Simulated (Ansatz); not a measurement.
Defect: interstitial Al in zinc-blende AlAs, charge state +1. The step: one Al atom jumps by itself; the atom moves 2.38 Å along (0.24, 0.24, 0.24) of the unit cell; the moving atom starts with neighbours 4 Al at 2.66; 3 As at 2.86, 3 As at 2.90 Å and ends with 3 Al at 2.87, 3 Al at 3.01; 3 As at 2.58, As at 2.60 Å. A PBE band in Ansatz (plane-wave PAW, one k-point at (0.250, 0.250, 0.250), 64 host sites, 18 SCF runs with any check of the saddle's order, static, no finite-size correction) gives a forward barrier of 0.99 eV. The saddle point's order was not checked, and it lies on a symmetry element of the cell, where a band can be held. The charge state is imposed; whether it is stable for some Fermi level was not computed. Sites that were not tried may lie lower.

Single points at the band's start and saddle point can refine it. Rough cost of one point, in units of the band's mean SCF on the same machine:

```
Level                                                   Cost of one point
------------------------------------------------------  -----------------
PBE, a 2×2×2 k-point mesh shifted by half a step                  about 4
r2SCAN at 500 eV, one k-point at (0.250, 0.250, 0.250)            about 2
```

**Question.** Which of these move the barrier by more than 0.1 eV, and how far does each move it?

**Answer.** PBE, a 2×2×2 k-point mesh shifted by half a step: +0.19 eV; r2SCAN at 500 eV, one k-point at (0.250, 0.250, 0.250): 0.00 eV. Each functional is compared with PBE at the same k-points.

Ansatz is a program for electronic structure.
